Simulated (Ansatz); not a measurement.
Runs of Ansatz 0.2.0 on BP. The structure is cubic, space group F-43m (No. 216). Conventional cell: a = 4.538 Å, b = 4.538 Å, c = 4.538 Å, α = 90.00°, β = 90.00°, γ = 90.00°. P (site symmetry -43m) is surrounded by 4 B at 1.97 Å. B (site symmetry -43m) has 4 P at 1.97 Å as nearest neighbours. 

```tsv
task	level	potentials or basis	k mesh	cutoff (eV)	smearing	points for each segment of the path	mesh quality	gap on the mesh (eV)	V0 of scaled cells (Å³/atom)	B0 (GPa)
equation of state	r2SCAN+D3(BJ)	Ansatz PAW	10 × 10 × 10	500	fermi-dirac 0.05 eV	-	not flagged	-	11.53	(b)
density of states	BLYP+D3(BJ)	Ansatz PAW	10 × 10 × 10	420	fermi-dirac 0.05 eV	-	not flagged	(a)	-	-
equation of state	r2SCAN	Ansatz PAW	10 × 10 × 10	500	fermi-dirac 0.05 eV	-	not flagged	-	11.67	169
single point	r2SCANh+D3(BJ)	Ansatz PAW earlier set	6 × 6 × 6	760	gaussian 0.05 eV	-	not flagged	2.03	-	-
band structure	r2SCAN0	Ansatz PAW	5 × 5 × 5	500	fermi-dirac 0.05 eV	4	coarse	2.76	-	-
```

Alike in all rows: no spin polarisation; cell as given.

Task: Fill in the values left out.

Result: (a) 1.51; (b) 173.

Caveats: some runs use coarse meshes; the PAW data sets come from PBE, with cores solved anew for the run's functional, which leaves a small shift of forces and pressure; the potentials were made for another functional, which shifts forces and pressure (some runs).

A k mesh can miss the band edges.

Not every run made on this cell is shown here.
